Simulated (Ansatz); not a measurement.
Start from LaAlO3 in the cubic perovskite structure (space group Pm-3m, No. 221; a = 3.812 Å).

(Cell as relaxed with PBE.)

Levels (all Ansatz, an electronic-structure program, PAW, earlier PAW set): PBE (420 eV, without spin-orbit coupling); r2SCAN (500 eV, no spin-orbit coupling).

Each level relaxes its own structure.

| base | PBE | r2SCAN |
|---|---|---|
| volume per atom | 11.08 Å³ | 10.86 Å³ |
| lattice parameter a | 7.204 bohr | 7.155 bohr |
| band gap | 3.50 eV | 4.02 eV |

Perturbation: hydrostatic tension (pressure −1 GPa).

```json
[
 {"quantity": "electron mass (degenerate bands, along [100])", "PBE": "0.50, 0.72 mₑ (at Γ)", "r2SCAN": "(withheld)"},
 {"quantity": "smallest direct gap", "PBE": "3.63 eV", "r2SCAN": "(withheld)"},
 {"quantity": "lattice parameter a", "PBE": "7.217 bohr", "r2SCAN": "(withheld)"},
 {"quantity": "shift of the gap caused by the change", "PBE": "-0.01 eV", "r2SCAN": "(withheld)"}
]
```

Problem. Given the PBE results, estimate those of r2SCAN.

Solution. 
- electron mass (degenerate bands, along [100]), r2SCAN: 0.48, 0.66 mₑ (at Γ)
- smallest direct gap, r2SCAN: 4.13 eV
- lattice parameter a, r2SCAN: 7.167 bohr
- shift of the gap caused by the change, r2SCAN: -0.01 eV

PBE's smallest direct gap lies 0.509 eV below r2SCAN's; PBE's lattice parameter a lies 0.050 bohr above r2SCAN's (0.7 %); the two agree on the shift of the gap caused by the change. Neither level is exact; r2SCAN is the comparison here, not a measurement.

Load acts through the strain it causes; cell and atoms are relaxed under it. Masses are band curvatures over ±0.01 Å⁻¹ around the edge. No phonon test of stability was made. Many cubic perovskites are stable only at high temperature; tilts and polar distortions were not tested.
